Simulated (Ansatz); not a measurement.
# A point defect in CaF2: Ca interstitial

What does a Ca interstitial cost in CaF2, and how do its neighbours move? It is set in a cell of 48 host atoms, in the charges +2, +1, 0.

Computed with Ansatz 0.2.0 (DFT PBE, scalar-relativistic, plane waves, PAW, unless a step's input says otherwise).

3 further runs of the same task are left out: 3 set aside as unsound or not needed.

### Step 1. The structure to begin with

The structure is cubic, space group Fm-3m (No. 225). The conventional cell has a = 5.512 Å, b = 5.512 Å, c = 5.512 Å, α = 90.00°, β = 90.00°, γ = 90.00°. Ca (site symmetry m-3m) is surrounded by 8 F at 2.39 Å. Around F (site symmetry -43m) lie 4 Ca at 2.39 Å.

Structure file:

```cif
data_structure
_symmetry_space_group_name_H-M 'Fm-3m'
_symmetry_Int_Tables_number 225
_cell_length_a 5.5118
_cell_length_b 5.5118
_cell_length_c 5.5118
_cell_angle_alpha 90.000
_cell_angle_beta 90.000
_cell_angle_gamma 90.000
_cell_volume 167.44
loop_
_atom_site_label
_atom_site_type_symbol
_atom_site_symmetry_multiplicity
_atom_site_Wyckoff_symbol
_atom_site_fract_x
_atom_site_fract_y
_atom_site_fract_z
_atom_site_occupancy
Ca1 Ca 4 a 0.00000 0.00000 0.00000 1
F1 F 8 c 0.25000 0.25000 0.75000 1
```

It goes back to an entry of the Materials Project, which need not be the stable form.

It is the result of an earlier relaxation at this level (volume 13.95 Å³/atom; gap on the mesh: 7.14 eV).

The host's static dielectric tensor, from an earlier linear-response run, has a mean of 8.75.

The perfect supercell (rows 1 -3 1; 1 1 1; -3 1 1 in vectors of this cell) was computed beforehand with the same settings: E(σ→0) = -55036.9752 eV for 48 atoms, gap 7.70 eV on its own mesh.

### Step 2. The defect cell

The extra atom is put at (0.000, 0.500, 0.000) of the supercell, the middle of a void of radius 2.39 Å. The other atoms start on their ideal sites. Its neighbours are 8 F at 2.39 Å.

### Step 3. Charge state 0

input.yaml

```yaml
crystal:
  lattice:
    - [-5.5117621006, 5.5117621006, -5.5117621006]
    - [5.5117621006, 5.5117621006, 5.5117621006]
    - [5.5117621006, -5.5117621006, -5.5117621006]
  atoms:
    - { symbol: Ca, position: [0.5, 0.75, 0.75] }
    - { symbol: Ca, position: [0.25, 0.0, 0.75] }
    - { symbol: Ca, position: [0.75, 0.75, 0.5] }
    - { symbol: Ca, position: [0.0, 0.25, 0.75] }
    - { symbol: Ca, position: [0.5, 0.0, 0.5] }
    - { symbol: Ca, position: [0.75, 0.5, 0.75] }
    - { symbol: Ca, position: [0.25, 0.25, 0.5] }
    - { symbol: Ca, position: [0.0, 0.75, 0.25] }
    - { symbol: Ca, position: [0.75, 0.0, 0.25] }
    - { symbol: Ca, position: [0.0, 0.5, 0.5] }
    - { symbol: Ca, position: [0.25, 0.75, 0.0] }
    - { symbol: Ca, position: [0.5, 0.25, 0.25] }
    - { symbol: Ca, position: [0.25, 0.5, 0.25] }
    - { symbol: Ca, position: [0.0, 0.0, 0.0] }
    - { symbol: Ca, position: [0.75, 0.25, 0.0] }
    - { symbol: Ca, position: [0.5, 0.5, 0.0] }
    - { symbol: F, position: [0.25, 0.75, 0.75] }
    - { symbol: F, position: [0.0, 0.0, 0.75] }
    - { symbol: F, position: [0.5, 0.75, 0.5] }
    - { symbol: F, position: [0.75, 0.25, 0.75] }
    - { symbol: F, position: [0.25, 0.0, 0.5] }
    - { symbol: F, position: [0.5, 0.5, 0.75] }
    - { symbol: F, position: [0.0, 0.25, 0.5] }
    - { symbol: F, position: [0.75, 0.75, 0.25] }
    - { symbol: F, position: [0.5, 0.0, 0.25] }
    - { symbol: F, position: [0.75, 0.5, 0.5] }
    - { symbol: F, position: [0.0, 0.75, 0.0] }
    - { symbol: F, position: [0.25, 0.25, 0.25] }
    - { symbol: F, position: [0.0, 0.5, 0.25] }
    - { symbol: F, position: [0.75, 0.0, 0.0] }
    - { symbol: F, position: [0.5, 0.25, 0.0] }
    - { symbol: F, position: [0.25, 0.5, 0.0] }
    - { symbol: F, position: [0.25, 0.25, 0.75] }
    - { symbol: F, position: [0.0, 0.5, 0.75] }
    - { symbol: F, position: [0.5, 0.25, 0.5] }
    - { symbol: F, position: [0.75, 0.75, 0.75] }
    - { symbol: F, position: [0.25, 0.5, 0.5] }
    - { symbol: F, position: [0.5, 0.0, 0.75] }
    - { symbol: F, position: [0.0, 0.75, 0.5] }
    - { symbol: F, position: [0.75, 0.25, 0.25] }
    - { symbol: F, position: [0.5, 0.5, 0.25] }
    - { symbol: F, position: [0.75, 0.0, 0.5] }
    - { symbol: F, position: [0.0, 0.25, 0.0] }
    - { symbol: F, position: [0.25, 0.75, 0.25] }
    - { symbol: F, position: [0.0, 0.0, 0.25] }
    - { symbol: F, position: [0.75, 0.5, 0.0] }
    - { symbol: F, position: [0.5, 0.75, 0.0] }
    - { symbol: F, position: [0.25, 0.0, 0.0] }
    - { symbol: Ca, position: [0.0, 0.5, 0.0] }
  host:
    lattice:
      - [0.0, 2.7558810503, 2.7558810503]
      - [2.7558810503, 0.0, 2.7558810503]
      - [2.7558810503, 2.7558810503, 0.0]
    atoms:
      - { symbol: Ca, position: [0.0, 0.0, 0.0] }
      - { symbol: F, position: [0.75, 0.75, 0.75] }
      - { symbol: F, position: [0.25, 0.25, 0.25] }
basis:
  ecutwfc: 420
  xc_grid: 2
kpoints:
  mp_grid: { grid: [2, 2, 2], shift: [0.5, 0.5, 0.5] }
hamiltonian:
  xc: pbe
scf:
  occupations: { method: gaussian, width: 0.01 }
output:
  forces: true
  stress: false
  eigenvalues: true
  charged_corrections:
    defect_position: [0.0, 0.5, 0.0]
    epsilon: [[8.7475, 0.0, 0.0], [0.0, 8.7475, 0.0], [0.0, 0.0, 8.7475]]
  write_density: true
  write_potential: true
  elf: true
  volumetric_format: npy
relax:
  adjacent_minimum: "off"
  f_tol: 0.025
  max_steps: 45
```

Launch:

```sh
$ ansatz run input.yaml --threads 4 --pin off --max-ram 6144MiB --backend cpu --events-out ev --progress --plain --runs-dir out
```

Further runs follow: relaxing the defect, charge +1; relaxing the defect, charge +2.

What does the calculation give? Wanted: formation energy, neutral; nearest atoms after relaxation, one image of each, neutral.

As calculated:

| quantity | value |
| --- | --- |
| formation energy, neutral | 5.57 eV |
| nearest atoms after relaxation, one image of each, neutral | 8 F at 2.34 Å |
| level (+2/+1) above the valence top | 6.54 eV |
| level (+1/0) above the valence top | 7.19 eV (outside the gap) |

The neutral defect costs 5.57 eV against the elements. Spin polarisation was off in the neutral run, so a moment could not show there. Among the charges computed the stable one is +2 at the valence top, changing to +1 at 6.54 eV, in a gap of 7.14 eV. The alignment term, up to 0.79 eV here, is marked as doubtful by the program in a cell of this size. Levels are placed in the host's Kohn-Sham gap, which is usually too small at this level and squeezes them. With 48 host sites the defect feels its images, so energies are good to tenths of an eV at best. A distortion of lower symmetry was not tried. Where the defect's electrons or holes spill into a band, band filling in so small a cell adds more. Some metallic runs here have no spin polarisation while others do, so their energies compare only roughly.
